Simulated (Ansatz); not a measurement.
**SrCl2 under changes of volume**

One of the cells (28.299 Å³/atom); the others are scaled copies at fixed shape and fractional positions:

```
CELL_PARAMETERS angstrom
0.00000 3.48835 3.48835
3.48835 0.00000 3.48835
3.48835 3.48835 0.00000
ATOMIC_POSITIONS crystal
Sr 0.00000 0.00000 0.00000
Cl 0.75000 0.75000 0.75000
Cl 0.25000 0.25000 0.25000
```

* Program: Ansatz 0.2.0
* Functional: LDA
* Potentials or basis: all-electron LAPW, scalar-relativistic
* Cutoff: 143 eV (chosen from the basis error)
* Basis error allowed: 0.002 eV/atom
* k mesh: 7 × 7 × 7
* Occupations: fermi-dirac, width 0.05 eV
* Spin: no spin polarisation

| volume (Å³/atom) | energy over the lowest point (meV/atom) | pressure (GPa) | gap on the mesh (eV) |
| --- | --- | --- | --- |
| 26.601 | 0.00 | -0.6 | 5.16 |
| 27.167 | 3.73 | -1.5 | 5.07 |
| 27.733 | 10.22 | -2.2 | 4.99 |
| 28.299 | ? | ? | ? |
| 28.865 | 30.22 | -3.4 | 4.84 |
| 29.431 | 43.22 | -3.9 | 4.77 |
| 29.997 | 57.92 | -4.4 | 4.70 |

Problem. What does the run at 28.299 Å³/atom give?

Solution. Energy over the lowest point 19.14 meV/atom; pressure -2.8 GPa; gap on the mesh 4.92 eV.

Worked out: A Birch-Murnaghan fit of order 3 (a polynomial in V^(-2/3)) to the other rows has its minimum at 26.21 Å³/atom, just outside them, with B0 = V·E''(V) = 44 GPa and B' = 4.6. It gives 19.14 meV/atom at 28.299 Å³/atom, against the run's 19.14, and -dE/dV = -2.8 GPa, against -2.8. A straight line through the other rows of the gap, of slope -3.8 eV per unit of ln V, gives 4.92 eV, against the run's 4.92.

Energies are extrapolated to zero smearing.

Caveats: an odd mesh through Γ misses points on the zone boundary, where band edges often lie. Spin-orbit coupling on Sr is left out.
